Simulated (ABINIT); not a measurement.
BAs:

```
As B
1.0
     0.00000    2.38850    2.38850
     2.38850    0.00000    2.38850
     2.38850    2.38850    0.00000
As B
1 1
Direct
  0.75000 0.75000 0.75000
  0.00000 0.00000 0.00000
```

Base run:

| Property | Result |
| --- | --- |
| Program | ABINIT 10.8.3 (patched build) |
| Functional | PBE |
| Potentials or basis | JTH PAW PBE v2.0 |
| Cutoff | 490 eV |
| k mesh | 10 × 10 × 10 |
| Occupations | fermi-dirac, width 0.05 eV |
| Spin | no spin polarisation |

Its results: band gap on the k mesh 1.18 eV, indirect (least direct gap 3.27 eV); pressure 2.8 GPa.

Task: After a change of settings the same cell gave: band gap on the k mesh 1.08 eV, indirect (least direct gap 3.24 eV); pressure -0.7 GPa. Which change was it?
A. functional from PBE to PBEsol
B. functional from PBE to SCAN
C. functional from PBE to PW91
D. functional from PBE to revPBE

Result: A.

PBEsol binds more tightly than PBE, so the same cell stands under less pressure.

Caveats: the PAW data sets were made with another functional, which shifts forces and pressure a little (some runs).
